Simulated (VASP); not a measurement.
# Pb (Fd-3m) in VASP: a series of runs

The runs below take Pb through single point, with PBE.

Program: VASP 6.6.1. These are calculated values, not measurements. Logs are shortened: lines on timing, memory, paths and dates and some standing lists are left out, and cuts for length are marked.

### Step 1. The crystal as given

The structure is cubic, space group Fd-3m (No. 227). The conventional cell has a = 6.878 Å, b = 6.878 Å, c = 6.878 Å, α = 90.00°, β = 90.00°, γ = 90.00°. Around Pb (site symmetry -43m) lie 4 Pb at 2.98 Å.

This isn't the form of Pb at room conditions, which is fcc.

### Step 2. Single point, PBE

File INCAR:

```
ALGO = Normal
EDIFF = 1E-6
ENCUT = 520
GGA = PE
ISIF = 2
ISMEAR = 1
LASPH = T
LCHARG = T
LELF = T
LREAL = F
LVHAR = T
LWAVE = F
NBANDS = 21
NELM = 60
PREC = Accurate
SIGMA = 0.1
```

File KPOINTS:

```
k-points
0
Gamma
  6 6 6
```

File POSCAR:

```
Pb
1.0
    0.0000000000      3.4390000600      3.4390000600
    3.4390000600      0.0000000000      3.4390000600
    3.4390000600      3.4390000600      0.0000000000
Pb
2
Direct
    0.5000000000      0.5000000000      0.5000000000
    0.7500000000      0.7500000000      0.7500000000
```

Potentials or basis: VASP PAW PBE potentials, release 64 (Pb_d).

Run with:

```sh
cat potpaw_PBE.64/Pb_d/POTCAR > POTCAR
mpirun -np 1 vasp_std > vasp.out
```

OUTCAR:

```text
EDIFF = 1E-6
   ENCUT = 520
   GGA = PE
   ISIF = 2
   ISMEAR = 1
   LASPH = T
   LREAL = F
   NELM = 60
   PREC = Accurate

 ion  position               nearest neighbor table
   1  0.500  0.500  0.500-   2 2.98   2 2.98   2 2.98   2 2.98
   2  0.750  0.750  0.750-   1 2.98   1 2.98   1 2.98   1 2.98

  LATTYP: Found a face centered cubic cell.
 ALAT       =     6.8780001200

  Lattice vectors:

 A1 = (   0.0000000000,   3.4390000600,   3.4390000600)
 A2 = (   3.4390000600,   0.0000000000,   3.4390000600)
 A3 = (   3.4390000600,   3.4390000600,   0.0000000000)

Analysis of symmetry for initial positions (statically):
=====================================================================
 Subroutine PRICEL returns:
 Original cell was already a primitive cell.

 Routine SETGRP: Setting up the symmetry group for a
 face centered cubic supercell.

 Subroutine GETGRP returns: Found 48 space group operations
 (whereof 24 operations were pure point group operations)
 out of a pool of 48 trial point group operations.

The static configuration has the point symmetry T_d .
 The point group associated with its full space group is O_h .

Analysis of symmetry for dynamics (positions and initial velocities):
=====================================================================
 Subroutine PRICEL returns:
 Original cell was already a primitive cell.

 Routine SETGRP: Setting up the symmetry group for a
 face centered cubic supercell.

 Subroutine GETGRP returns: Found 48 space group operations
 (whereof 24 operations were pure point group operations)
 out of a pool of 48 trial point group operations.

The dynamic configuration has the point symmetry T_d .
 The point group associated with its full space group is O_h .

 Subroutine INISYM returns: Found 48 space group operations
 (whereof 24 operations are pure point group operations),
 and found     1 'primitive' translations

----------------------------------------------------------------------------------------

                                     Primitive cell

  volume of cell :      81.3442

  direct lattice vectors                    reciprocal lattice vectors
     0.000000000  3.439000060  3.439000060    -0.145391100  0.145391100  0.145391100
     3.439000060  0.000000000  3.439000060     0.145391100 -0.145391100  0.145391100
     3.439000060  3.439000060  0.000000000     0.145391100  0.145391100 -0.145391100

  length of vectors
     4.863480526  4.863480526  4.863480526     0.251824771  0.251824771  0.251824771

  position of ions in fractional coordinates (direct lattice)
     0.500000000  0.500000000  0.500000000
     0.750000000  0.750000000  0.750000000

  ion indices of the primitive-cell ions
   primitive index   ion index
                 1           1
                 2           2

----------------------------------------------------------------------------------------

 KPOINTS: k-points

Automatic generation of k-mesh.
 Grid dimensions read from file:
 generate k-points for:    6    6    6

 Generating k-lattice:

  Cartesian coordinates                     Fractional coordinates (reciprocal lattice)
    -0.024231850  0.024231850  0.024231850     0.166666667  0.000000000  0.000000000
     0.024231850 -0.024231850  0.024231850     0.000000000  0.166666667  0.000000000
     0.024231850  0.024231850 -0.024231850     0.000000000  0.000000000  0.166666667

  Length of vectors
     0.041970795  0.041970795  0.041970795

  Shift w.r.t. Gamma in fractional coordinates (k-lattice)
     0.000000000  0.000000000  0.000000000

 Subroutine IBZKPT returns following result:
 ===========================================

 Found     16 irreducible k-points:

 Following reciprocal coordinates:
            Coordinates               Weight
  0.000000  0.000000  0.000000      1.000000
  0.166667  0.000000  0.000000      8.000000
  0.333333  0.000000  0.000000      8.000000
  0.500000  0.000000  0.000000      4.000000
  0.166667  0.166667  0.000000      6.000000
  0.333333  0.166667  0.000000     24.000000
[... 8 lines left out ...]
 -0.333333  0.333333  0.166667     24.000000
 -0.333333  0.500000  0.166667     12.000000
   k-points           NKPTS =     16   k-points in BZ     NKDIM =     16   number of bands    NBANDS=     21
   number of dos      NEDOS =    301   number of ions     NIONS =      2
   total plane-waves  NPLWV =  46656
   dimension x,y,z NGX =    36 NGY =   36 NGZ =   36
   dimension x,y,z NGXF=    72 NGYF=   72 NGZF=   72
   ions per type =               2
   NGX,Y,Z   is equivalent  to a cutoff of  12.31, 12.31, 12.31 a.u.
   NGXF,Y,Z  is equivalent  to a cutoff of  24.61, 24.61, 24.61 a.u.
 SYSTEM =  unknown system
   PREC   = accura    normal or accurate (medium, high low for compatibility)
   ISTART =      0    job   : 0-new  1-cont  2-samecut
   ICHARG =      2    charge: 1-file 2-atom 10-const
   ISPIN  =      1    spin polarized calculation?
   LNONCOLLINEAR =      F non collinear calculations
   LSORBIT =      F    spin-orbit coupling
   LASPH  =      T    aspherical Exc in radial PAW
   ENCUT  =  520.0 eV  38.22 Ry    6.18 a.u.   9.04  9.04  9.04*2*pi/ulx,y,z
   NELM   =     60;   NELMIN=  2; NELMDL= -5     # of ELM steps
   EDIFF  = 0.1E-05   stopping-criterion for ELM
   LREAL  =      F    real-space projection
   EDIFFG = 0.1E-04   stopping-criterion for IOM
   NSW    =      0    number of steps for IOM
   IBRION =     -1    ionic relax: 0-MD 1-quasi-New 2-CG
   NFREE  =      0    steps in history (QN), initial steepest desc. (CG)
   ISIF   =      2    stress and relaxation
   ISYM   =      2    0-nonsym 1-usesym 2-fastsym
   POTIM  = 0.5000    time-step for ionic-motion
   TEBEG  =    0.0;   TEEND  =   0.0 temperature during run
   PSTRESS=    0.0 pullay stress
   NELECT =      28.0000    total number of electrons
   NUPDOWN=      -1.0000    fix difference up-down
   EMIN   =  10.00;   EMAX   =-10.00  energy-range for DOS
   EFERMI =   0.00;   METHOD = LEGACY
   ISMEAR =     1;   SIGMA  =   0.10  broadening in eV -4-tet -1-fermi 0-gaus
   EFERMI_NEDOS =   21; number of points for ismear=-14 and -15
   IALGO  =     38    algorithm
   IMIX   =      4    mixing-type and parameters
     AMIX     =   0.40;   BMIX     =  1.00
     AMIX_MAG =   1.60;   BMIX_MAG =  1.00
  volume/ion in A,a.u.               =      40.67       274.47
  Fermi-wavevector in a.u.,A,eV,Ry     =   1.147322  2.168124 17.909999  1.316348
  Thomas-Fermi vector in A             =   2.284002
   LORBIT       =      0    0 simple, 1 ext, 2 COOP (PROOUT), +10 PAW based schemes
   GGA     = PE    functional components
   LHFCALC =     F    Hartree Fock is set to
   AEXX    =    0.0000 exact exchange contribution
   IVDW    =     0    specifies the selected vdW correction
   LEPSILON=     F    determine dielectric tensor
   LRPA    =     F    only Hartree local field effects (RPA)
 non-spin polarized calculation
 Methfessel and Paxton  Order N= 1 SIGMA  =   0.10
  energy-cutoff  :      520.00
  volume of cell :       81.34
 maximum number of plane-waves:      2202
   NGX = 19   NGY = 19   NGZ = 19

 number of electron      28.0000001 magnetization

 Free energy of the ion-electron system (eV)
  ---------------------------------------------------
  ext. energy  EPLUGINS =         0.00000000
  ---------------------------------------------------
  free energy    TOTEN  =        -6.54694512 eV

  energy without entropy =       -6.54619678  energy(sigma->0) =       -6.54669567

 E-fermi :   4.2691     XC(G=0):  -8.4252

 val. band max:        4.2628810493   @ k =   0.1667   0.0000   0.0000
 cond. band min:       4.3301814153   @ k =   0.1667   0.0000   0.0000
 fundamental gap:      0.0673003659
 Fermi energy:         4.2690950294

 k-point     1 :       0.0000    0.0000    0.0000
  band No.  band energies     occupation
      1     -12.8540      2.00000
      2     -12.8540      2.00000
      3     -12.8540      2.00000
      4     -12.7775      2.00000
      5     -12.7775      2.00000
      6     -12.3474      2.00000
[... 13 lines left out ...]
     20      12.3371      0.00000
     21      12.3371      0.00000

 k-point     2 :       0.1667    0.0000    0.0000
  band No.  band energies     occupation
      1     -12.8768      2.00000
      2     -12.8768      2.00000
      3     -12.8479      2.00000
      4     -12.7438      2.00000
      5     -12.7438      2.00000
      6     -12.3845      2.00000
[... 13 lines left out ...]
     20      11.5135      0.00000
     21      11.5135      0.00000

 k-point     3 :       0.3333    0.0000    0.0000
  band No.  band energies     occupation
      1     -12.8973      2.00000
      2     -12.8973      2.00000
      3     -12.8351      2.00000
      4     -12.7052      2.00000
      5     -12.7052      2.00000
      6     -12.4151      2.00000
[... 13 lines left out ...]
     20      11.7983      0.00000
     21      11.7983      0.00000

 k-point     4 :       0.5000    0.0000    0.0000
  band No.  band energies     occupation
      1     -12.9025      2.00000
      2     -12.9025      2.00000
      3     -12.8283      2.00000
      4     -12.6938      2.00000
      5     -12.6938      2.00000
      6     -12.4224      2.00000
[... 13 lines left out ...]
     20      12.2897      0.00000
     21      12.7696      0.00000

 k-point     5 :       0.1667    0.1667    0.0000
  band No.  band energies     occupation
      1     -12.8731      2.00000
      2     -12.8731      2.00000
      3     -12.8716      2.00000
      4     -12.7467      2.00000
      5     -12.7058      2.00000
      6     -12.4570      2.00000
[... 13 lines left out ...]
     20      10.2455      0.00000
     21      12.9775      0.00000
[... 190 lines left out ...]
     20      12.5465      0.00000
     21      14.6102      0.00000

 k-point    14 :       0.5000    0.3333    0.1667
  band No.  band energies     occupation
      1     -12.9315      2.00000
      2     -12.9249      2.00000
      3     -12.7842      2.00000
      4     -12.6645      2.00000
      5     -12.5996      2.00000
      6     -12.5699      2.00000
[... 13 lines left out ...]
     20      12.0688      0.00000
     21      13.4217      0.00000

 k-point    15 :      -0.3333    0.3333    0.1667
  band No.  band energies     occupation
      1     -12.9508      2.00000
      2     -12.9308      2.00000
      3     -12.7417      2.00000
      4     -12.6285      2.00000
      5     -12.5869      2.00000
      6     -12.5779      2.00000
[... 13 lines left out ...]
     20      13.2417      0.00000
     21      13.2706      0.00000

 k-point    16 :      -0.3333    0.5000    0.1667
  band No.  band energies     occupation
      1     -12.9421      2.00000
      2     -12.9421      2.00000
      3     -12.6991      2.00000
      4     -12.6991      2.00000
      5     -12.5557      2.00000
      6     -12.5557      2.00000
[... 13 lines left out ...]
     20      12.9289      0.00000
     21      14.1086      0.00000

------------------------ aborting loop because EDIFF is reached ----------------------------------------

  FORCE on cell =-STRESS in cart. coord.  units (eV):
  Direction    XX          YY          ZZ          XY          YZ          ZX
  --------------------------------------------------------------------------------------
  -------------------------------------------------------------------------------------
  Total        1.2364643      1.2364643      1.2364643     -0.0000000     -0.0000000      0.0000000
  in kB       24.3537382     24.3537382     24.3537382     -0.0000000     -0.0000000      0.0000000
  external PRESSURE =      24.3537382 kB  Pullay stress =       0.0000000 kB

 VOLUME and BASIS-vectors are now :
 -----------------------------------------------------------------------------
  energy-cutoff  :      520.00
  volume of cell :       81.34
      direct lattice vectors                 reciprocal lattice vectors
     0.000000000  3.439000060  3.439000060    -0.145391100  0.145391100  0.145391100
     3.439000060  0.000000000  3.439000060     0.145391100 -0.145391100  0.145391100
     3.439000060  3.439000060  0.000000000     0.145391100  0.145391100 -0.145391100

 POSITION                                       TOTAL-FORCE (eV/Angst)
 -----------------------------------------------------------------------------------
      3.43900      3.43900      3.43900        -0.000000      0.000000      0.000000
      5.15850      5.15850      5.15850         0.000000     -0.000000     -0.000000
 -----------------------------------------------------------------------------------
    total drift:                                0.000000      0.000000      0.000000

  FREE ENERGIE OF THE ION-ELECTRON SYSTEM (eV)
  ---------------------------------------------------
  free  energy   TOTEN  =        -6.5469451183 eV

  energy  without entropy=       -6.5461967759  energy(sigma->0) =       -6.54669567
```

Wall time 21 s (1 thread of Intel Xeon 6975P-C (Granite Rapids), shared host); peak memory 0.2 GiB.

Results:

```yaml
Free_energy: -6.5469 eV
Pressure: 2.4 GPa
Band_gap_on_the_k_mesh: none (metal or under the smearing width)
```

### Step 3. Single point, PBE

This run uses another cell than the first one: it holds 4 atoms, not 2.

File INCAR:

```
SYSTEM = Pb
PREC = Accurate ; ENCUT = 520
EDIFF = 1E-7 ; ISMEAR = 1
SIGMA = 0.1 ; LREAL = .False.
LASPH = .True. ; NELM = 80
ALGO = Normal ; ISIF = 2
LWAVE = .False. ; LCHARG = .True.
LDIPOL = .True. ; IDIPOL = 3
DIPOL = 0.5 0.5 0.500 ; GGA = PE
LELF = .True. ; LVHAR = .True.
LVACPOTAV = .True. ; NBANDS = 36
```

File KPOINTS:

```
regular mesh
0
Gamma
  4 4 1
  0 0 0
```

File POSCAR:

```
Pb
1.0
    4.8634805259      0.0000000000      0.0000000000
    2.4317402629      4.2118976862      0.0000000000
    0.0000000000      0.0000000000     20.9637690260
Pb
4
Direct
    0.6666666667      0.6666666667      0.3816107681
    0.0000000000      0.0000000000      0.4289664609
    0.0000000000      0.0000000000      0.5710335391
    0.3333333333      0.3333333333      0.6183892319
```

Potentials or basis: VASP PAW PBE potentials, release 64 (Pb_d).

Run with:

```sh
cat potpaw_PBE.64/Pb_d/POTCAR > POTCAR
mpirun -np 1 vasp_std > vasp.out
```

Run time: 2 min. Hardware: 1 thread of Intel Xeon 6975P-C (Granite Rapids), shared host; peak memory 0.48 GiB.

The run converged. Its results:

```
Free energy                     : -12.1216 eV
Largest force                   : 0.459 eV/Å
Band gap on the k mesh          : none (metal or under the smearing width)
Work function of the upper face : 3.91 eV
Work function of the lower face : 3.91 eV
```

Forces on the atoms (eV/Å):
```
Pb   0.000  0.000 -0.143
Pb   0.000  0.000 -0.459
Pb   0.000  0.000  0.459
Pb   0.000  0.000  0.143
```

Levels at points of the mesh, in eV from the Fermi level:
```
           k point  band 24  band 25  band 26  band 27  band 28  band 29  band 30  band 31  band 32  band 33
(0.00, 0.00, 0.00)    -4.41    -0.54    -0.25    -0.25     0.34     0.34     0.38     1.36     3.08     3.08
(0.50, 0.00, 0.00)    -7.03    -1.84    -1.45    -1.30    -0.83     0.47     1.16     1.24     2.48     4.50
```

Caveat: the k mesh is coarse (spacing up to 0.37 Å⁻¹), so the values aren't converged.
